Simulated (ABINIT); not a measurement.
Crystal: Ga.

```
Ga
1.0
    -1.38440    1.38440    2.31122
     1.38440   -1.38440    2.31122
     1.38440    1.38440   -2.31122
Ga
1
Cartesian
  0.0000 0.0000 0.0000
```

This isn't the form of Ga at room conditions, which is orthorhombic.

* Program: ABINIT 10.8.3 (patched build)
* Task: relaxation of cell and atoms
* Functional: PBE
* Potentials or basis: JTH PAW PBE v2.0
* Cutoff: 463 eV
* k mesh: 13 × 13 × 13
* Occupations: fermi-dirac, width 0.05 eV
* Spin: no spin polarisation

At the start: pressure 3.5 GPa; volume 17.72 Å³/atom.

Problem. How do energy, volume and symmetry change on relaxing?

Solution. Over 4 steps the energy falls by 11.4 meV/atom and the volume is 18.84 Å³/atom (+6.4 %); space group I4/mmm (No. 139, to 0.05 Å).

Step by step:
```csv
step,energy change (eV),largest force (eV/Å),pressure (GPa),volume (Å³)
1,0.0000,0.0000,3.54,17.72
2,-0.0055,0.0000,2.45,18.02
3,-0.0114,0.0000,0.25,18.75
4,-0.0114,0.0000,0.02,18.84
```

Final structure:
```cif
data_structure
_symmetry_space_group_name_H-M 'P 1'
_symmetry_Int_Tables_number 1
_cell_length_a 3.0898
_cell_length_b 3.0898
_cell_length_c 3.0898
_cell_angle_alpha 125.514
_cell_angle_beta 125.514
_cell_angle_gamma 80.688
_cell_volume 18.84
loop_
_atom_site_label
_atom_site_type_symbol
_atom_site_fract_x
_atom_site_fract_y
_atom_site_fract_z
_atom_site_occupancy
Ga1 Ga 0.00000 0.00000 0.00000 1
```

Caveat: the log and the count of SCF iterations are those of the last ABINIT call alone.
